## What a larger negative strain costs in bcc molybdenum

Stretching bcc molybdenum by 5 % along one cube axis and shortening it by 5 % along another costs about 0.07 eV an atom. At 15 % the cost is about 0.4 eV, where an ideal spring would demand nine times the first value, nearly 0.7 eV. The crystal thus softens strongly, and small-strain stiffness is a poor guide to large distortions. The question here is what the row at second strain −0.11 costs, given the other six.

Ansatz 0.2.0 with scalar-relativistic PBE, PAW and plane waves to 420 eV, for non-spin-polarized bcc Mo (one-atom cell, 20×20×20 k mesh, Gaussian smearing of 0.15 eV). Along the cubic axes, a first strain e is +e along x and −e along y; a second strain e is +e along z and −e/2 along x and y. Free energy changes are relative to the relaxed crystal.

| second strain | free energy change at first strain 0 (meV an atom) | free energy change at first strain 0.05 (meV an atom) | free energy change at first strain 0.1 (meV an atom) | free energy change at first strain 0.15 (meV an atom) |
| --- | --- | --- | --- | --- |
| -0.1100 | ? | ? | ? | ? |
| -0.0733 | 125.3 | 172.8 | 291.5 | 402.9 |
| -0.0367 | 32.0 | 94.5 | 251.4 | 394.0 |
| 0.0000 | 0.0 | 74.1 | 252.4 | 416.9 |
| 0.0367 | 29.0 | 110.0 | 291.7 | 466.0 |
| 0.0733 | 107.0 | 185.7 | 353.4 | 533.3 |
| 0.1100 | 213.9 | 276.5 | 419.9 | 611.4 |

### Two numbers describe the distortion

The first strain, $a$, lengthens the $x$ edge and shortens the $y$ edge. The second, $b$, changes the $z$ edge by $b$ and the other two by $-b/2$ each. The three edge strains are therefore $a-b/2$, $-a-b/2$ and $b$, and they add up to zero.

A cubic crystal does not care which edge is called $x$, $y$ or $z$. Its energy can then depend only on combinations that survive any exchange of the three strains. With their sum fixed at zero, two such combinations suffice: the sum of their squares, $S=2a^2+1.5b^2$, and their product, $P=b\,(b^2/4-a^2)$.

$S$ measures how large the distortion is, and $P$ tells its kind. A positive $P$ means one long edge and two short ones; a negative $P$ means two long and one short. In every known pair of rows with opposite second strain, the member with positive $P$ is the cheaper one.

Geometry suggests why. Lengthening one edge of a bcc cell relative to the other two leads along the Bain path to fcc, reached when the edge ratio is $\sqrt2$. At fixed volume, which these strains nearly keep, the energy must level off there by symmetry, so the climb has to slacken on the way. This is an argument from known physics; the table stops short of fcc.

### From known pairs to the unknown row

Reversing the sign of $b$ keeps $S$ and reverses $P$, because $b$ enters $S$ only as a square and $P$ only in odd powers. To lowest order in $P$, the two partners differ by

$$E(b)-E(-b)=-2\,P\,g(S),$$

where $E$ is the free energy change and $P$ belongs to the row at $b$. Seven of the eight known pairs are used, and each yields a value of $g$. Although they come from different columns, these values fall along one curve, from 98 eV an atom at the smallest distortion used to 42 eV at the largest.

The case at first strain ±0.15 shows the whole calculation. For $b=-0.11$ the edge strains are 0.205, −0.095 and −0.11, so $P=0.00214$. This distortion is larger than any in the known pairs, and $g$ is kept at its last value, 42.04 eV. The partner at $b=+0.11$ costs 611.4 meV, hence

$$E\approx 611.4-2\times0.00214\times42040\approx431\ \text{meV an atom}.$$

For the other columns $S$ lies within the known range, and $g$ is interpolated linearly. The forecasts, in meV an atom, are:

- first strain 0: 257 ± 5
- first strain ±0.05: 283 ± 5
- first strain ±0.10: 349 ± 8
- first strain ±0.15: 431 ± 20

The ranges are judgements based on rehearsals with known rows. All four values lie above those at second strain −0.0733. At first strain ±0.05 the order of the partners should also reverse: the negative row becomes slightly dearer than the positive one, because $P$ changes sign once $b$ exceeds $2a$ in size.

The withheld rows as computed:

| second strain | free energy change at first strain 0 (meV an atom) | free energy change at first strain 0.05 (meV an atom) | free energy change at first strain 0.1 (meV an atom) | free energy change at first strain 0.15 (meV an atom) |
| --- | --- | --- | --- | --- |
| -0.1100 | 256.5 | 283.0 | 351.1 | 428.9 |

### Hits and misses

All four values fall within their ranges, and the reversal at ±0.05 appears: −0.11 costs about 6 meV more than +0.11. That forecast agrees with the computed value to within the rounding of the table. One edge strain is nearly zero there, so $P$ is tiny and an error in $g$ hardly matters.

At first strain 0 the forecast is 0.7 meV too high, and at ±0.10 it is 2.4 meV too low. Both misses point to a $g$ that was taken slightly too large. A straight line between two points of a curve that flattens out runs above the curve, which accounts for the direction of both errors.

At ±0.15 the forecast is 2.4 meV too high, far inside its range. The $g$ needed is slightly larger than the last known value, although $g$ had been falling until then. Either the curve has stopped falling or higher odd powers of $P$ have begun to count; this one row cannot separate the two.

The gain from symmetry shows at first strain 0. A quartic fitted to the six known rows of that column follows them to a fraction of a meV, yet overshoots the withheld value by 19 meV. Its single cubic term amounts to a $g$ that never changes, whereas the other columns show $g$ falling as the distortion grows. The printed analysis below lists the values of $g$, the rehearsals and the quartic.

Printed output of the fit:

```
g from first strain 0.05 and second 0.0367 (eV an atom): 97.62
g from first strain 0 and second 0.0733 (eV an atom): 92.93
g from first strain 0.05 and second 0.0733 (eV an atom): 76.07
g from first strain 0.10 and second 0.0367 (eV an atom): 56.82
g from first strain 0.10 and second 0.0733 (eV an atom): 48.78
g from first strain 0.15 and second 0.0367 (eV an atom): 44.26
g from first strain 0.15 and second 0.0733 (eV an atom): 42.04
rehearsal at first strain 0 and second -0.0733, predicted less computed (meV an atom): 0.1923
rehearsal at first strain 0.15 and second -0.0733 with g kept from the inner pair, predicted less computed (meV an atom): -6.873
forecast at first strain 0, error bar 5 (meV an atom): 257.2
forecast at first strain 0.05, error bar 5 (meV an atom): 282.9
forecast at first strain 0.10, error bar 8 (meV an atom): 348.7
forecast at first strain 0.15, error bar 20 (meV an atom): 431.3
computed at first strain 0 (meV an atom): 256.5
computed at first strain 0.05 (meV an atom): 283
computed at first strain 0.10 (meV an atom): 351.1
computed at first strain 0.15 (meV an atom): 428.9
miss at first strain 0, forecast less computed (meV an atom): 0.7456
miss at first strain 0.05, forecast less computed (meV an atom): -0.1113
miss at first strain 0.10, forecast less computed (meV an atom): -2.358
miss at first strain 0.15, forecast less computed (meV an atom): 2.367
computed partner difference at first strain 0.05, row -0.11 less row +0.11 (meV an atom): 6.5
long edge over mean short edge at first strain 0.15 and second -0.11 (fcc has 1.414): 1.343
fit of E_3 on 6 rows: coefficient of b**2 22758 +/- 93, coefficient of b**3 -23216 +/- 612, coefficient of b**4 -208979 +/- 12077; rms 0.248, worst -0.0367 -0.58, leave-one-out rms 2.39
  rows outside the fit (model, value, miss): -0.11 275.7, 256.5, 19.2
```
